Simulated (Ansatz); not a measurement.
MnS:

```xyz
2
Lattice="0.0000 2.6045 2.6045 2.6045 0.0000 2.6045 2.6045 2.6045 0.0000" Properties=species:S:1:pos:R:3 pbc="T T T"
Mn    0.0000    0.0000    0.0000
S     2.6045    2.6045    2.6045
```

| Property | Result |
| --- | --- |
| Program | Ansatz 0.2.0 |
| Task | relaxation of cell and atoms |
| Functional | PBEsol |
| Dispersion | D4 |
| Potentials or basis | Ansatz PAW |
| Cutoff | 420 eV (not typed: the program's choice for these potentials) |
| k mesh | 9 × 9 × 9 |
| Occupations | fermi-dirac, width 0.05 eV |
| Spin | collinear spin, ferromagnetic start |
| Starting moments | [4.0, 0.0] μB |

At the start: volume 17.67 Å³/atom.

Question: Where does the relaxation end?

Answer: It ends after 7 steps and the volume is 14.45 Å³/atom (-18.2 %); space group Fm-3m (No. 225, to 0.05 Å); moment 3.94 μB per cell.

Step by step:
| step | energy change (eV) | largest force (eV/Å) | volume (Å³) |
| --- | --- | --- | --- |
| 1 | 0.0000 | 0.0000 | 35.33 |
| 2 | -0.1611 | 0.0000 | 31.83 |
| 3 | -0.2155 | 0.0000 | 27.88 |
| 4 | -0.2249 | 0.0000 | 29.35 |
| 5 | -0.2272 | 0.0000 | 28.78 |
| 6 | -0.2273 | 0.0000 | 28.90 |
| 7 | -0.2261 | 0.0000 | 28.90 |

Final structure:
```xyz
2
Lattice="0.0000 2.4357 2.4357 2.4357 0.0000 2.4357 2.4357 2.4357 0.0000" Properties=species:S:1:pos:R:3 pbc="T T T"
Mn    0.0000    0.0000    0.0000
S     2.4357    2.4357    2.4357
```

Caveat: the volume moved by over 15 % at a fixed basis, so the end points are rough; the plane-wave basis is chosen anew once the cell has moved, so the energies of steps on either side of that aren't comparable; a cell with one magnetic atom can't hold antiferromagnetic order, which such compounds often take; pairwise dispersion overbinds metals, which lowers pressure and volume; the PAW data sets come from PBE, with cores solved anew for the run's functional, which leaves a small shift of forces and pressure.
